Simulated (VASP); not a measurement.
# Ir in VASP: reference runs

Aim: a first look at Ir with PBE, on the cell as given.

Program: VASP 6.6.1. These are calculated values, not measurements. Logs are shortened: lines on timing, memory, paths and dates and some standing lists are left out, and cuts for length are marked.

## Step 1: The sheet as given

The cell holds a sheet with vacuum, 1 atom: a = 2.452 Å, b = 2.452 Å, c = 23.800 Å, α = 90.00°, β = 90.00°, γ = 90.00°.

The cell was built by a generator and needn't be a form met in nature.

## Step 2: Single point, PBE

INCAR reads:

```
ALGO = Normal
DIPOL = 0.5 0.5 0.294
EDIFF = 1E-7
ENCUT = 520
GGA = PE
IDIPOL = 3
ISIF = 2
ISMEAR = -1
LASPH = True
LCHARG = False
LDIPOL = True
LREAL = False
LWAVE = False
NBANDS = 10
NELM = 100
PREC = Accurate
SIGMA = 0.05
```

KPOINTS reads:

```
k-points
0
Gamma
  11 11 1
```

POSCAR reads:

```
Ir
1.0
    2.4518400000      0.0000000000      0.0000000000
    0.0000000000      2.4518400000      0.0000000000
    0.0000000000      0.0000000000     23.8000000000
Ir
1
Direct
    0.0000000000      0.0000000000      0.2941200000
```

Potentials or basis: VASP PAW PBE potentials, release 64 (Ir).

Started as:

```sh
$ cat potpaw_PBE.64/Ir/POTCAR > POTCAR
$ mpirun -np 1 vasp_std > vasp.out
```

OUTCAR:

```text
EDIFF = 1E-7
   ENCUT = 520
   GGA = PE
   ISIF = 2
   ISMEAR = -1
   LASPH = True
   LREAL = False
   NELM = 100
   PREC = Accurate

 ion  position               nearest neighbor table
   1  0.000  0.000  0.294-

  LATTYP: Found a simple tetragonal cell.
 ALAT       =     2.4518400000
 C/A-ratio  =     9.7069955625

  Lattice vectors:

 A1 = (   2.4518400000,   0.0000000000,   0.0000000000)
 A2 = (   0.0000000000,   2.4518400000,   0.0000000000)
 A3 = (   0.0000000000,   0.0000000000,  23.8000000000)

Analysis of symmetry for initial positions (statically):
=====================================================================
 Subroutine PRICEL returns:
 Original cell was already a primitive cell.

 Routine SETGRP: Setting up the symmetry group for a
 simple tetragonal supercell.

 Subroutine GETGRP returns: Found 16 space group operations
 (whereof  8 operations were pure point group operations)
 out of a pool of 16 trial point group operations.

The static configuration has the point symmetry C_4v.
 The point group associated with its full space group is D_4h.

Analysis of symmetry for dynamics (positions and initial velocities):
=====================================================================
 Subroutine PRICEL returns:
 Original cell was already a primitive cell.

 Routine SETGRP: Setting up the symmetry group for a
 simple tetragonal supercell.

 Subroutine GETGRP returns: Found 16 space group operations
 (whereof  8 operations were pure point group operations)
 out of a pool of 16 trial point group operations.

The dynamic configuration has the point symmetry C_4v.
 The point group associated with its full space group is D_4h.

 Subroutine INISYM returns: Found 16 space group operations
 (whereof  8 operations are pure point group operations),
 and found     1 'primitive' translations

----------------------------------------------------------------------------------------

                                     Primitive cell

  volume of cell :     143.0742

  direct lattice vectors                    reciprocal lattice vectors
     2.451840000  0.000000000  0.000000000     0.407856956  0.000000000  0.000000000
     0.000000000  2.451840000  0.000000000     0.000000000  0.407856956  0.000000000
     0.000000000  0.000000000 23.800000000     0.000000000  0.000000000  0.042016807

  length of vectors
     2.451840000  2.451840000 23.800000000     0.407856956  0.407856956  0.042016807

  position of ions in fractional coordinates (direct lattice)
     0.000000000  0.000000000  0.294120000

  ion indices of the primitive-cell ions
   primitive index   ion index
                 1           1

----------------------------------------------------------------------------------------

 KPOINTS: k-points

Automatic generation of k-mesh.
 Grid dimensions read from file:
 generate k-points for:   11   11    1

 Generating k-lattice:

  Cartesian coordinates                     Fractional coordinates (reciprocal lattice)
     0.037077905  0.000000000  0.000000000     0.090909091  0.000000000  0.000000000
     0.000000000  0.037077905  0.000000000     0.000000000  0.090909091  0.000000000
     0.000000000  0.000000000  0.042016807     0.000000000  0.000000000  1.000000000

  Length of vectors
     0.037077905  0.037077905  0.042016807

  Shift w.r.t. Gamma in fractional coordinates (k-lattice)
     0.000000000  0.000000000  0.000000000

 Subroutine IBZKPT returns following result:
 ===========================================

 Found     21 irreducible k-points:

 Following reciprocal coordinates:
            Coordinates               Weight
  0.000000  0.000000  0.000000      1.000000
  0.090909  0.000000  0.000000      4.000000
  0.181818  0.000000  0.000000      4.000000
  0.272727  0.000000  0.000000      4.000000
  0.363636  0.000000  0.000000      4.000000
  0.454545  0.000000  0.000000      4.000000
[... 13 lines left out ...]
  0.454545  0.363636  0.000000      8.000000
  0.454545  0.454545  0.000000      4.000000
   k-points           NKPTS =     21   k-points in BZ     NKDIM =     21   number of bands    NBANDS=     10
   number of dos      NEDOS =    301   number of ions     NIONS =      1
   total plane-waves  NPLWV =  58320
   dimension x,y,z NGX =    18 NGY =   18 NGZ =  180
   dimension x,y,z NGXF=    36 NGYF=   36 NGZF=  360
   ions per type =               1
   NGX,Y,Z   is equivalent  to a cutoff of  12.20, 12.20, 12.57 a.u.
   NGXF,Y,Z  is equivalent  to a cutoff of  24.41, 24.41, 25.15 a.u.
 SYSTEM =  unknown system
   PREC   = accura    normal or accurate (medium, high low for compatibility)
   ISTART =      0    job   : 0-new  1-cont  2-samecut
   ICHARG =      2    charge: 1-file 2-atom 10-const
   ISPIN  =      1    spin polarized calculation?
   LNONCOLLINEAR =      F non collinear calculations
   LSORBIT =      F    spin-orbit coupling
   LASPH  =      T    aspherical Exc in radial PAW
   ENCUT  =  520.0 eV  38.22 Ry    6.18 a.u.   4.56  4.56 44.25*2*pi/ulx,y,z
   NELM   =    100;   NELMIN=  2; NELMDL= -5     # of ELM steps
   EDIFF  = 0.1E-06   stopping-criterion for ELM
   LREAL  =      F    real-space projection
   EDIFFG = 0.1E-05   stopping-criterion for IOM
   NSW    =      0    number of steps for IOM
   IBRION =     -1    ionic relax: 0-MD 1-quasi-New 2-CG
   NFREE  =      0    steps in history (QN), initial steepest desc. (CG)
   ISIF   =      2    stress and relaxation
   ISYM   =      2    0-nonsym 1-usesym 2-fastsym
   POTIM  = 0.5000    time-step for ionic-motion
   TEBEG  =    0.0;   TEEND  =   0.0 temperature during run
   PSTRESS=    0.0 pullay stress
   NELECT =       9.0000    total number of electrons
   NUPDOWN=      -1.0000    fix difference up-down
   EMIN   =  10.00;   EMAX   =-10.00  energy-range for DOS
   EFERMI =   0.00;   METHOD = LEGACY
   ISMEAR =    -1;   SIGMA  =   0.05  broadening in eV -4-tet -1-fermi 0-gaus
   EFERMI_NEDOS =   21; number of points for ismear=-14 and -15
   IALGO  =     38    algorithm
   IMIX   =      4    mixing-type and parameters
     AMIX     =   0.40;   BMIX     =  1.00
     AMIX_MAG =   1.60;   BMIX_MAG =  1.00
  volume/ion in A,a.u.               =     143.07       965.51
  Fermi-wavevector in a.u.,A,eV,Ry     =   0.651081  1.230365  5.767604  0.423907
  Thomas-Fermi vector in A             =   1.720567
   LORBIT       =      0    0 simple, 1 ext, 2 COOP (PROOUT), +10 PAW based schemes
   GGA     = PE    functional components
   LHFCALC =     F    Hartree Fock is set to
   AEXX    =    0.0000 exact exchange contribution
   IVDW    =     0    specifies the selected vdW correction
   LEPSILON=     F    determine dielectric tensor
   LRPA    =     F    only Hartree local field effects (RPA)
 non-spin polarized calculation
  energy-cutoff  :      520.00
  volume of cell :      143.07
 maximum number of plane-waves:      3933
   NGX =  9   NGY =  9   NGZ = 89

 dipolmoment           0.000000      0.000000     -0.000001 electrons x Angstroem

 number of electron       8.9999999 magnetization

 dipolmoment           0.000000      0.000000      0.000000 electrons x Angstroem

 Free energy of the ion-electron system (eV)
  ---------------------------------------------------
  ext. energy  EPLUGINS =         0.00000000
  ---------------------------------------------------
  free energy    TOTEN  =        -6.80863688 eV

  energy without entropy =       -6.79297550  energy(sigma->0) =       -6.80080619

 E-fermi :  -4.4664     XC(G=0):  -2.1549

 val. band max:       -4.4822145232   @ k =   0.4545   0.2727   0.0000
 cond. band min:      -4.4531285575   @ k =   0.4545   0.3636   0.0000
 fundamental gap:      0.0290859657
 Fermi energy:        -4.4663568070

 k-point     1 :       0.0000    0.0000    0.0000
  band No.  band energies     occupation
      1     -12.2555      2.00000
      2     -10.8477      2.00000
      3      -6.9981      2.00000
      4      -3.7475      0.00000
      5      -3.7475      0.00000
      6      -3.2441      0.00000
      7      -2.3316      0.00000
      8       1.2619      0.00000
      9       1.6399      0.00000
     10       1.7901      0.00000

 k-point     2 :       0.0909    0.0000    0.0000
  band No.  band energies     occupation
      1     -11.9367      2.00000
      2     -10.5667      2.00000
      3      -6.8859      2.00000
      4      -4.8312      1.99865
      5      -3.7083      0.00000
      6      -2.6601      0.00000
      7      -2.2940      0.00000
      8       1.4596      0.00000
      9       1.8683      0.00000
     10       1.9938      0.00000

 k-point     3 :       0.1818    0.0000    0.0000
  band No.  band energies     occupation
      1     -11.3285      2.00000
      2      -9.4644      2.00000
      3      -6.5652      2.00000
      4      -6.1643      2.00000
      5      -3.6019      0.00000
      6      -3.4633      0.00000
      7      -1.1860      0.00000
      8       2.0509      0.00000
      9       2.5271      0.00000
     10       2.6051      0.00000

 k-point     4 :       0.2727    0.0000    0.0000
  band No.  band energies     occupation
      1     -10.8113      2.00000
      2      -7.4385      2.00000
      3      -7.3558      2.00000
      4      -6.0892      2.00000
      5      -4.3855      0.33106
      6      -3.4592      0.00000
      7       0.0226      0.00000
      8       3.0294      0.00000
      9       3.5828      0.00000
     10       3.6240      0.00000

 k-point     5 :       0.3636    0.0000    0.0000
  band No.  band energies     occupation
      1     -10.3965      2.00000
      2      -8.2377      2.00000
      3      -5.5929      2.00000
      4      -5.1380      2.00000
      5      -4.9752      1.99992
      6      -3.3246      0.00000
      7       1.3814      0.00000
      8       4.3793      0.00000
      9       5.0124      0.00000
     10       5.0501      0.00000

 k-point     6 :       0.4545    0.0000    0.0000
  band No.  band energies     occupation
      1     -10.1502      2.00000
      2      -8.7038      2.00000
      3      -5.5517      2.00000
      4      -5.2306      2.00000
      5      -3.2429      0.00000
      6      -3.0052      0.00000
      7       2.6421      0.00000
      8       3.7408      0.00000
      9       6.0958      0.00000
     10       6.4168      0.00000
[... 144 lines left out ...]
 k-point    18 :       0.4545    0.2727    0.0000
  band No.  band energies     occupation
      1      -9.5224      2.00000
      2      -8.0443      2.00000
      3      -6.1100      2.00000
      4      -5.7895      2.00000
      5      -4.4822      1.15726
      6       0.6552      0.00000
      7       4.6849      0.00000
      8       5.5296      0.00000
      9       7.9929      0.00000
     10       8.0382      0.00000

 k-point    19 :       0.3636    0.3636    0.0000
  band No.  band energies     occupation
      1     -10.0427      2.00000
      2      -7.4511      2.00000
      3      -6.9877      2.00000
      4      -4.6685      1.96549
      5      -3.6155      0.00000
      6      -0.9827      0.00000
      7       5.3815      0.00000
      8       7.5457      0.00000
      9       7.5681      0.00000
     10       8.3378      0.00000

 k-point    20 :       0.4545    0.3636    0.0000
  band No.  band energies     occupation
      1     -10.5145      2.00000
      2      -7.7128      2.00000
      3      -7.0045      2.00000
      4      -4.4531      0.86848
      5      -2.7129      0.00000
      6       1.7551      0.00000
      7       5.1307      0.00000
      8       6.9280      0.00000
      9       8.6093      0.00000
     10       9.3479      0.00000

 k-point    21 :       0.4545    0.4545    0.0000
  band No.  band energies     occupation
      1     -11.0328      2.00000
      2      -7.5208      2.00000
      3      -7.4621      2.00000
      4      -4.1999      0.00965
      5      -0.5757      0.00000
      6       3.0589      0.00000
      7       4.7114      0.00000
      8       7.9576      0.00000
      9       8.9639      0.00000
     10      10.3731      0.00000

------------------------ aborting loop because EDIFF is reached ----------------------------------------

 vacuum level on the upper side and lower side of the slab       (xc-potential included)        -0.009        -0.010

  FORCE on cell =-STRESS in cart. coord.  units (eV):
  Direction    XX          YY          ZZ          XY          YZ          ZX
  --------------------------------------------------------------------------------------
  -------------------------------------------------------------------------------------
  Total       -0.0778106     -0.0778106     -0.0072933      0.0000000      0.0000000      0.0000000
  in kB       -0.8713407     -0.8713407     -0.0816722      0.0000000      0.0000000      0.0000000
  external PRESSURE =      -0.6081179 kB  Pullay stress =       0.0000000 kB

 VOLUME and BASIS-vectors are now :
 -----------------------------------------------------------------------------
  energy-cutoff  :      520.00
  volume of cell :      143.07
      direct lattice vectors                 reciprocal lattice vectors
     2.451840000  0.000000000  0.000000000     0.407856956  0.000000000  0.000000000
     0.000000000  2.451840000  0.000000000     0.000000000  0.407856956  0.000000000
     0.000000000  0.000000000 23.800000000     0.000000000  0.000000000  0.042016807

 POSITION                                       TOTAL-FORCE (eV/Angst)
 -----------------------------------------------------------------------------------
      0.00000      0.00000      7.00006         0.000000     -0.000000      0.000000
 -----------------------------------------------------------------------------------
    total drift:                                0.000000      0.000000      0.000005

  FREE ENERGIE OF THE ION-ELECTRON SYSTEM (eV)
  ---------------------------------------------------
  free  energy   TOTEN  =        -6.8086368818 eV

  energy  without entropy=       -6.7929754980  energy(sigma->0) =       -6.80080619

 vacuum level on the upper side and lower side of the slab         1.584         1.584
```

Wall time 20 s (1 thread of AMD EPYC 9R45 (Zen 5), shared host); peak memory 0.2 GiB.

What came out:

| Item | Value |
| --- | --- |
| Free energy | -6.8086 eV |
| Band gap on the k mesh | none (metal or under the smearing width) |

The run has no spin-orbit coupling, so splittings on Ir are missing.
